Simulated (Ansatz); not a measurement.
C: pressure as volume scale varies

All results are calculated (Ansatz 0.2.0). Free energy against uniform scaling of the volume at fixed shape and fractions; periodic cell, basis, potentials, k mesh and filling as listed.

The cell before it is scaled or strained (space group C2/m, No. 12):
```
CELL_PARAMETERS angstrom
2.12730 -1.22830 0.00000
2.12730 1.22830 0.00000
-1.37910 0.00000 3.50280
ATOMIC_POSITIONS crystal
C 0.83336 0.83336 0.00009
C 0.16664 0.16664 0.99991
```

Settings of every row: functional PBEsol; dispersion none; potentials PAW; wave cutoff 500 eV; density cutoff 2000 eV; k mesh 14x14x8; k shift 0x0x0; occupations gaussian; smearing width 0.15 eV; spin none.

Limits: a layered crystal: even scaling strains the bonds within the layers, so this curve is stiffer than the crystal under pressure; the cell comes from a prototype or a list of computed structures and needn't be the stable phase.

| row | volume scale | V (Å³/atom) | pressure (GPa) | energy above lowest point (meV/atom) |
| --- | --- | --- | --- | --- |
| 1 | 0.88 | 8.054 | 44.47 | 141.8 |
| 2 | 0.92 | 8.42 | 27.2 | 60.6 |
| 3 | 0.96 | 8.787 | 12.85 | 15.3 |
| 4 | 1 | 9.153 | ? | ? |
| 5 | 1.04 | 9.519 | -9.05 | 9.7 |
| 6 | 1.08 | 9.885 | -17.36 | 40.1 |
| 7 | 1.12 | 10.251 | -24.29 | 88 |

Question: what pressure should row 4 give?

Worked fit of pressure. Take u = (V_r/V)^(2/3) − 1 with V_r = 9.153 Å³ an atom, which is twice the finite (Eulerian) strain; such expansions in the strain, on which the Birch-Murnaghan equation of state is built, carry the rest volume and the bulk modulus. The shown rows have u = 0.08902, 0.05723, 0.02758, -0.0258, -0.05, -0.07275. Least squares give pressure = 0.906 + 408.17 × u + 877.6 × u² + 385 × u³ GPa; a parabola predicts inner rows, each left out in turn, worse (root mean square 0.069 against 0.018 GPa). The rows lie off it by 0.00, -0.01, 0.01, 0.00, 0.00, 0.00. The pressure vanishes at u = -0.0022, or V = 9.184 Å³ an atom, and there the bulk modulus at fixed shape and fractions is B = −V dP/dV = (2/3)(1 + u) dP/du = 269 GPa. Letting shape and atoms relax would as a rule lower it, by much in layered, chain or molecular crystals. The withheld row has u = 0, so the fit gives 0.906 + 408.17 × (0) + 877.6 × (0)² + 385 × (0)³ = 0.91 GPa.

The calculation gave 0.91 GPa. The fit meets it to the printed digit.

The other values of row 4: energy above lowest point 0 meV/atom.
